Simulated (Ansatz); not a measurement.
# Tl (sc type): the cost of one run

Method: DFT PBE, with the methods named in each step, in Ansatz 0.2.0.

This is Tl in the simple cubic structure; at room conditions it is hcp.

## (1) The starting structure

It takes space group Pm-3m (No. 221, cubic). Conventional cell: a = 3.252 Å, b = 3.252 Å, c = 3.252 Å, α = 90.00°, β = 90.00°, γ = 90.00°. Tl (site symmetry m-3m) has 6 Tl at 3.25 Å in its first shell of neighbours.

Structure file:

```cif
data_structure
_symmetry_space_group_name_H-M 'Pm-3m'
_symmetry_Int_Tables_number 221
_cell_length_a 3.2516
_cell_length_b 3.2516
_cell_length_c 3.2516
_cell_angle_alpha 90.000
_cell_angle_beta 90.000
_cell_angle_gamma 90.000
_cell_volume 34.38
loop_
_atom_site_label
_atom_site_type_symbol
_atom_site_symmetry_multiplicity
_atom_site_Wyckoff_symbol
_atom_site_fract_x
_atom_site_fract_y
_atom_site_fract_z
_atom_site_occupancy
Tl1 Tl 1 a 0.00000 0.00000 0.00000 1
```

The file gives the conventional cell by its symmetry; the runs use the cell typed in the input.

Whether this phase is the stable one at these pressures isn't tested.

## (2) The reference volume, LAPW

input.yaml reads:

```yaml
crystal:
  lattice:
    - [3.2516032968, 0.0, 0.0]
    - [0.0, 3.2516032968, 0.0]
    - [0.0, 0.0, 3.2516032968]
  atoms:
    - { symbol: Tl, position: [0.0, 0.0, 0.0] }
kpoints:
  mp_grid: { grid: [12, 12, 12] }
  band_path:
    path:
      - [0.0, 0.0, 0.0]
      - [0.0, 0.5, 0.0]
      - [0.5, 0.5, 0.0]
      - [0.0, 0.0, 0.0]
      - [0.5, 0.5, 0.5]
      - [0.0, 0.5, 0.0]
      - [0.5, 0.5, 0.5]
      - [0.5, 0.5, 0.0]
    npoints: 14
scf:
  occupations: { method: fermi_dirac, width: 0.08 }
hamiltonian:
  xc: pbe
  pseudopotentials: { kind: all_electron, lapw: { basis_error: 0.001 } }
output:
  forces: true
  stress: true
  eigenvalues: true
  populations: true
  dos: { projected: true, de: 0.2, e_range: [-14, 8] }
```

Run with:

```console
ansatz run input.yaml --threads 1 --pin off --max-ram 2048MiB --backend cpu --events-out ev --progress --plain --runs-dir out
```

What time and memory should one allow on 1 thread of Intel Xeon 6975P-C (Granite Rapids), shared host?

About 7.5 s, with a peak of 0.33 GiB.
